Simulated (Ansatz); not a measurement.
An Ansatz input (plane waves, PAW) for TaN (zincblende structure) that has something wrong with it:

```yaml
crystal:
  lattice:
    - [0.0, 2.3665051011, 2.3665051011]
    - [2.3665051011, 0.0, 2.3665051011]
    - [2.3665051011, 2.3665051011, 0.0]
  atoms:
    - { symbol: TAx, position: [0.0, 0.0, 0.0], spin: 2.0 }
    - { symbol: "N", position: [0.25, 0.25, 0.25] }
basis:
  ecutwfc: 500
  ecutrho_ratio: 4
kpoints:
  mp_grid: { grid: [12, 12, 12] }
hamiltonian:
  xc: r2scan
scf:
  occupations: { method: gaussian, width: 0.05 }
  max_iter: 60
output:
  forces: true
  stress: true
magnetization:
  spin_polarized: true
```

Launched as:
```sh
ansatz run input.yaml --threads 2 --pin off --max-ram 2662MiB --backend cpu --events-out ev --progress --plain --runs-dir out
```

What is wrong with it?

An unknown element. Against the sound input: crystal.atoms[0].symbol: "Ta" → "TAx" (the cap on iterations is only a precaution).

What the program printed:

```
Error: YAML parse error: error: line 7 column 17: `TAx` is not an element symbol (H … Og, case-exact)
```

The input was refused before any iteration. Run time: 0.02 s on 2 threads of Arm Neoverse V2 (shared host), peak memory 0.02 GiB. The run before the change (r²SCAN, 500 eV, 12×12×12 mesh) gave:

```tsv
run	P (GPa)	gap on the mesh (eV)	cell moment (μB)	largest force component (eV/Å)
sound	0.0	metal	0.00	0.000
```

The two runs also differ in their start: the sound one had the moments 0.05, 0.00 μB typed, and went on from the state of an earlier run.

This is a trial structure; measured cells of the compound in the Crystallography Open Database are in space groups P-62m, P6/mmm, P63/mmc.
